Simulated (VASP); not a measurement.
Wanted: the native input for a VASP 6.6.1 run.

| Item | Value |
| --- | --- |
| Task | single point |
| Functional | PBEsol |
| Potentials or basis | VASP PAW PBE potentials, release 64 (Tl_d) |
| Cutoff | 520 eV |
| k mesh | 5 × 5 × 3 |
| Occupations | fermi-dirac, width 0.05 eV |
| Spin | no spin polarisation |
| Dipole correction | no |
| Further INCAR settings | ALGO = Normal; EDIFF = 1e-07; NBANDS = 20 |

The structure of Tl lies in POSCAR:

```
Tl
1.0
    3.4560000000      0.0000000000      0.0000000000
   -1.7280000000      2.9929837955      0.0000000000
    0.0000000000      0.0000000000      5.5250000000
Tl
2
Direct
    0.6474310000      0.3066820000      0.7374130000
    0.3189720000      0.6319740000      0.2675940000
```

One way to write it, as run:

INCAR

```
PREC = Accurate
ENCUT = 520
EDIFF = 1E-7
ISMEAR = -1
SIGMA = 0.05
LREAL = False
LASPH = True
NELM = 100
ALGO = Normal
ISIF = 2
LWAVE = False
LCHARG = False
GGA = PS
NBANDS = 20
```

KPOINTS

```
regular mesh
0
Gamma
  5 5 3
```

Potentials or basis: VASP PAW PBE potentials, release 64 (Tl_d).

The run is started by

```console
$ cat potpaw_PBE.64/Tl_d/POTCAR > POTCAR
$ mpirun -np 1 vasp_std > vasp.out
```

Results of the run:

```
Pressure               : 0.5 GPa
Largest force          : 0.646 eV/Å
Band gap on the k mesh : none (metal or under the smearing width)
```

Caveat: the k mesh is coarse (spacing up to 0.42 Å⁻¹), so the values aren't converged; the PAW data sets were made with another functional, which shifts forces and pressure a little.

Run time: 27 s on 1 thread of Intel(R) Xeon(R) Platinum 8488C (Sapphire Rapids), on a shared host, peak memory 0.18 GiB.
